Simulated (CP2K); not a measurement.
Runs of CP2K 2026.2 on MnO. It takes space group Fm-3m (No. 225, cubic). Conventional cell: a = 4.448 Å, b = 4.448 Å, c = 4.448 Å, α = 90.00°, β = 90.00°, γ = 90.00°. Around Mn (site symmetry m-3m) lie 6 O at 2.22 Å. Around O (site symmetry m-3m) lie 6 Mn at 2.22 Å. The cell is a database's computed one.

```csv
level,potentials or basis,smearing,EPS_DEFAULT,NGRIDS,points a segment of the path (NPOINTS),bands added on the path,CUTOFF of the grids,pressure (GPa),moment (μB)
PBE,"GTH_POTENTIALS Mn GTH-PBE-q15; POTENTIAL_UZH O GTH-PBE-q6; TZVP-MOLOPT-SR-GTH, TZVP-MOLOPT-PBE-GTH basis",fermi-dirac 0.1 eV,1.0E-9,5,6,6,600 Ry,1.8,4.85
r2SCAN,"POTENTIAL_UZH Mn GTH-SCAN-q15, O GTH-SCAN-q6; TZVP-MOLOPT-SR-GTH, TZVP-MOLOPT-SCAN-GTH basis",fermi-dirac 0.05 eV,1.0E-9,5,10,4,850 Ry,(a),5.00
LDA,"GTH_POTENTIALS Mn GTH-PADE-q15, O GTH-PADE-q6; TZVP-MOLOPT-SR-GTH, TZVP-MOLOPT-PBE-GTH basis",fermi-dirac 0.05 eV,1.0E-10,4,6,2,600 Ry,-14.8,4.79
PBEsol,"GTH_POTENTIALS Mn GTH-PBE-q15; POTENTIAL_UZH O GTH-PBE-q6; TZVP-MOLOPT-SR-GTH, TZVP-MOLOPT-PBE-GTH basis",fermi-dirac 0.0259 eV,1.0E-9,4,10,6,600 Ry,-5.2,4.82
```

Alike in all rows: task band structure; spin collinear, ferromagnetic start; cell as given; k mesh 10 × 10 × 10.

Problem. Estimate the missing entries.

Solution. (a) 0.6.

Caveats: the basis of atomic orbitals isn't converged, which shifts pressures, moduli and gaps; the total moment is fixed, so each spin has its own Fermi level; a cell with one magnetic atom can't hold antiferromagnetic order, which such compounds often take; the potentials were made for another functional, which shifts forces and pressure (some runs).
